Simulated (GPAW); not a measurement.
# NaI (Fm-3m): G0W0 with GPAW, start to end

Aim: the G0W0 gap of NaI (Fm-3m) on LDA, step by step.

Main program and level: GPAW 26.7.0; LDA and many-body steps on it, plane waves.

Most raw output is cut from this account.

### Step 1. The structure

Symmetry: Fm-3m, No. 225, cubic system. The conventional cell has a = 6.473 Å, b = 6.473 Å, c = 6.473 Å, α = 90.00°, β = 90.00°, γ = 90.00°. Nearest to Na lie 6 I at 3.24 Å. I has 6 Na at 3.24 Å nearest. Farther neighbours and most contacts between anions are not listed.

As a file:

```cif
data_structure
_symmetry_space_group_name_H-M 'Fm-3m'
_symmetry_Int_Tables_number 225
_cell_length_a 6.4728
_cell_length_b 6.4728
_cell_length_c 6.4728
_cell_angle_alpha 90.000
_cell_angle_beta 90.000
_cell_angle_gamma 90.000
_cell_volume 271.19
loop_
_atom_site_label
_atom_site_type_symbol
_atom_site_symmetry_multiplicity
_atom_site_Wyckoff_symbol
_atom_site_fract_x
_atom_site_fract_y
_atom_site_fract_z
_atom_site_occupancy
Na1 Na 4 a 0.00000 0.00000 0.00000 1
I1 I 4 b 0.50000 0.00000 0.00000 1
```

The cell and positions come from the Crystallography Open Database and are kept as given unless a step says otherwise. Spin-orbit coupling is left out unless a step names it.

### Step 2. Ground state

This step: GPAW 26.7.0; DFT, LDA, plane waves, PAW.

The ground-state density comes first.

Input file run.py:

```python
import json
import numpy as np
from gpaw.mpi import world
from ase import Atoms
from gpaw import GPAW, PW, FermiDirac

atoms = Atoms(['Na', 'I'],
    cell=[[0.0000000000, 3.2364000000, 3.2364000000],
      [3.2364000000, 0.0000000000, 3.2364000000],
      [3.2364000000, 3.2364000000, 0.0000000000]],
    scaled_positions=[[0.0000000000, 0.0000000000, 0.0000000000],
      [0.5000000000, 0.5000000000, 0.5000000000]],
    pbc=(True, True, True))
calc = GPAW(mode=PW(450),
    xc='LDA',
    kpts={'size': (6, 6, 6), 'gamma': True},
    occupations=FermiDirac(0.001),
    nbands=-7,
    convergence={'density': 1e-6, 'bands': -3},
    maxiter=100,
    txt='gs.txt')
atoms.calc = calc
res = {'energy': atoms.get_potential_energy()}
kpts = calc.get_ibz_k_points()
res['kpts'] = kpts
res['eigenvalues'] = [calc.get_eigenvalues(kpt=k) for k in range(len(kpts))]
res['n_electrons'] = calc.get_number_of_electrons()
calc.write('gs.gpw')

if world.rank == 0:
    with open('result.json', 'w') as f:
        json.dump(res, f, default=lambda x: x.tolist())
```

The run is started by

```console
mpirun -n 4 gpaw python run.py
```

The job ended after 3.5 s (4 MPI ranks of Arm Neoverse V2, shared host; peak memory 0.61 GiB).

Numbers from this step:

```
total energy               : -5.994 eV
gap                        : 3.345 eV
k of the valence top       : 0, 0, 0
k of the conduction bottom : 0, 0, 0
least direct gap           : 3.345 eV
```

The gap is direct, at Γ.

### Step 3. Empty states on the mesh, 4×4×4 mesh, 445 bands

The sums over transitions need many empty states on a uniform mesh; this step solves for them.

Input file run.py:

```python
import json
import numpy as np
from gpaw.mpi import world
from gpaw import GPAW

calc = GPAW('gs.gpw').fixed_density(kpts={'size': (4, 4, 4), 'gamma': True},
    parallel={'domain': 1, 'band': 1},
    txt='nscf.txt')
calc.diagonalize_full_hamiltonian(nbands=445)
calc.write('full.gpw', mode='all')
res = {}
kpts = calc.get_ibz_k_points()
res['kpts'] = kpts
res['eigenvalues'] = [calc.get_eigenvalues(kpt=k) for k in range(len(kpts))]
res['n_electrons'] = calc.get_number_of_electrons()

if world.rank == 0:
    with open('result.json', 'w') as f:
        json.dump(res, f, default=lambda x: x.tolist())
```

The run is started by

```console
mpirun -n 4 gpaw python run.py
```

Elapsed: 9.2 s, on 4 MPI ranks; peak memory 1.4 GiB; 37 s of CPU time.

This step gave:

```
gap                                                           : 3.345 eV
k of the valence top                                          : 0, 0, 0
k of the conduction bottom                                    : 0, 0, 0
least direct gap                                              : 3.345 eV
k points computed                                             : 8
lowest point of the top converged band, above the valence top : 193.9935 eV
```

On this mesh the gap is 3.345 eV.

### Step 4. Screening and self-energy, 4×4×4 mesh, 202 bands, screening to 120 eV

G0W0 replaces the xc potential by the self-energy, built once from these orbitals. Only a window of levels is corrected, while the sums run over the empty bands that the input names.

This step: G0W0 on LDA, plane waves, PAW.

Input file run.py:

```python
import json
import numpy as np
from gpaw.mpi import world
from gpaw.response.g0w0 import G0W0

gw = G0W0('full.gpw',
    filename='gw',
    kpts=[0],
    bands=(5, 9),
    ecut=120,
    nbands=202,
    integrate_gamma='WS',
    ppa=True)
gw.calculate()
res = {mode: {k: v for k, v in r.items() if k != 'sigma_eskwn'}
       for mode, r in gw.all_results.items()}

if world.rank == 0:
    with open('result.json', 'w') as f:
        json.dump(res, f, default=lambda x: x.tolist())
```

The run is started by

```console
mpirun -n 4 gpaw python run.py
```

The job ended after 36 s (4 MPI ranks; peak memory 1.2 GiB; 2.4 min of CPU time).

This step gave:

| Item | Value |
| --- | --- |
| G0W0 gap on the points computed | 5.461 eV |
| least direct G0W0 gap on the computed points | 5.461 eV |
| Z at the valence top | 0.8084 |
| Z at the conduction bottom | 0.8420 |
| starting gap on the mesh | 3.345 eV |
| k of the valence top | 0, 0, 0 |
| k of the conduction bottom | 0, 0, 0 |

The gap on the mesh goes from 3.34 eV to 5.46 eV, a correction of +2.12 eV.

Limits: finite bands, cutoff and mesh; no spin-orbit coupling. v1 is the top filled band, c1 the lowest empty one. Levels before and after the correction, in eV, zero at the valence-band top of each column:

```csv
,conduction bottom,valence top
Kohn-Sham,3.34,0.00
G0W0,5.46,0.00
```

```csv
,level,energy (eV)
Kohn-Sham,Γ v2-v1,0.000
Kohn-Sham,Γ c1,3.345
Kohn-Sham,Γ c2,7.839
G0W0,Γ v2-v1,0.000
G0W0,Γ c1,5.461
G0W0,Γ c2,9.817
```

### Step 5. Where the time went

Times are wall times on 4 MPI ranks of Arm Neoverse V2, shared host, good to a factor of about two.

```csv
step,time,share,memory (GiB)
ground state,3.5 s,7 %,0.61
empty states on the mesh,9.2 s,19 %,1.4
screening and self-energy,36 s,74 %,1.2
```

### Step 6. Outcome

| Item | Value |
| --- | --- |
| LDA gap | 3.34 eV, direct |
| G0W0 gap on the mesh | 5.46 eV |
| GW settings | 4×4×4 mesh, 202 bands, screening to 120 eV, Godby-Needs plasmon pole |
| known limits | not at the basis limit; no spin-orbit coupling |

In words: G0W0 moves the gap on the mesh from 3.34 eV to 5.46 eV (+2.12 eV), with Z of 0.81 and 0.84 at the edges. Only 1 of the mesh's irreducible points was corrected, so a valley elsewhere could overtake. The dearest step here is «screening and self-energy». Bands and cutoff are finite, so the gap is not at the basis limit. The miss can reach some tenths of an eV and take either sign; the mesh is an error of its own. These stock PAW sets were not made for GW; the filled d or f shell of I lies in the frozen core, which bears on start and correction. In the G0W0 run levels were corrected at 1 k point alone, so a gap called «on the mesh» is the least over those, and an edge elsewhere would be missed. The many-body steps are scalar-relativistic: spin-orbit coupling is not in them.

[Paths, hosts, dates, memory and timing lines, banners, echoed tables and standing remarks are left out of the program output.]

[Logs are printed without paths, hosts, clocks, repeated set-up lines and the standing remarks that a program may print on its own settings, such as how far it seeks lower states.]

[Runs of the session that timed out or met a known fault of the program may be left out.]

[Hosts, paths, dates, database ids (printed as entryN), source tags and the programs' standing remarks are cut or masked in the printed files.]
